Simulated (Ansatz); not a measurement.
# TaN: stress in a strained cell

Aim: deform TaN (equal xy, yz and zx engineering shear strains of +3 %) and compute stress, forces and field gradients with LAPW, PAW and all-electron datasets made for the crystal.

Program: Ansatz 0.2.0. Level of theory: DFT PBE, scalar-relativistic. These are calculated values, not measurements.

## 1. The structure to begin with

The structure is hexagonal, space group P6/mmm (No. 191). Conventional cell: a = 5.185 Å, b = 5.185 Å, c = 2.908 Å, α = 90.00°, β = 90.00°, γ = 120.00°. Ta (site symmetry 6/mmm) is surrounded by 6 N at 2.59 Å and 2 Ta at 2.91 Å. Ta (site symmetry -6m2) has 6 N at 2.09 Å as nearest neighbours. N (site symmetry mmm) is surrounded by 6 Ta at 2.09 to 2.59 Å.

As a file:

```
Ta N
1.0
     5.18500    0.00000    0.00000
    -2.59250    4.49034    0.00000
     0.00000    0.00000    2.90800
Ta N
3 3
Direct
  0.00000 0.00000 0.00000
  0.33333 0.66667 0.50000
  0.66667 0.33333 0.50000
  0.50000 0.00000 0.00000
  0.50000 0.50000 0.00000
  0.00000 0.50000 0.00000
```

Atoms are numbered in the order of the input: Ta1, Ta2, Ta3, N4, N5, N6.

## 2. After the deformation

Space group P6/mmm before, P-1 after.

## 3. All-electron LAPW

The input, input.yaml:

```yaml
crystal:
  lattice:
    - [5.1849992558, 0.0777749888, 0.0777749888]
    - [-2.5251445118, 4.4514535797, 0.0284676217]
    - [0.04362, 0.04362, 2.908]
  atoms:
    - { symbol: Ta, position: [0.0, 0.0, 0.0] }
    - { symbol: Ta, position: [0.3333333333, 0.6666666667, 0.5] }
    - { symbol: Ta, position: [0.6666666667, 0.3333333333, 0.5] }
    - { symbol: "N", position: [0.5, 0.0, 0.0] }
    - { symbol: "N", position: [0.5, 0.5, 0.0] }
    - { symbol: "N", position: [0.0, 0.5, 0.0] }
kpoints:
  mp_grid: { grid: [5, 5, 8] }
  band_path:
    path:
      - [0.0, 0.0, 0.0]
      - [0.0, -0.5, 0.0]
      - [0.0, 0.0, 0.5]
      - [0.0, 0.0, 0.0]
      - [-0.5, 0.0, 0.0]
      - [-0.5, 0.5, -0.5]
      - [0.0, 0.0, 0.0]
      - [-0.5, 0.0, -0.5]
      - [-0.5, 0.5, 0.0]
    npoints: 5
scf:
  occupations: { method: fermi_dirac, width: 0.03 }
hamiltonian:
  xc: pbe
  pseudopotentials: { kind: all_electron, lapw: { basis_error: 0.0005 } }
output:
  forces: true
  stress: true
  eigenvalues: true
```

Run with:

```sh
> ansatz run input.yaml --threads 2 --pin off --max-ram 6144MiB --backend cpu --events-out ev --progress --plain --runs-dir out
```

## 4. PAW with frozen cores

Changes to input.yaml since step 3:

```diff
@@ -14,14 +14,2 @@
   mp_grid: { grid: [5, 5, 8] }
-  band_path:
-    path:
-      - [0.0, 0.0, 0.0]
-      - [0.0, -0.5, 0.0]
-      - [0.0, 0.0, 0.5]
-      - [0.0, 0.0, 0.0]
-      - [-0.5, 0.0, 0.0]
-      - [-0.5, 0.5, -0.5]
-      - [0.0, 0.0, 0.0]
-      - [-0.5, 0.0, -0.5]
-      - [-0.5, 0.5, 0.0]
-    npoints: 5
 scf:
@@ -30,3 +18,3 @@
   xc: pbe
-  pseudopotentials: { kind: all_electron, lapw: { basis_error: 0.0005 } }
+  pseudopotentials: { kind: paw }
 output:
@@ -35 +23,2 @@
   eigenvalues: true
+  efg: { contact_densities: true }
```

## 5. Datasets made for this crystal

Changes to input.yaml since step 4:

```diff
@@ -18,3 +18,3 @@
   xc: pbe
-  pseudopotentials: { kind: paw }
+  pseudopotentials: { kind: all_electron, datasets: crystal }
 output:
```

(Steps that only read results are left out.)

**Question.** What will these runs give? Wanted: pressure; largest shear or deviatoric stress.

**Answer**, as computed:

| quantity | value |
| --- | --- |
| pressure | LAPW 11.27, PAW 11.24, crystal datasets 11.27 GPa |
| largest shear or deviatoric stress (LAPW) | 6.07 GPa |

**Reading.** The largest part of the stress beyond the pressure is 6.07 GPa in size; the atoms are carried along and not relaxed. No run of the undeformed cell stands beside it, so the pressure holds what the given cell had before the change. PAW: stress within 0.06 GPa of LAPW, forces within 2 meV/Å. Crystal datasets: stress within 0.01 GPa of LAPW, forces within 1 meV/Å. Spin-orbit coupling is left out, though the cell holds Ta; in elements this heavy it can shift bands and gaps by tenths of an eV.
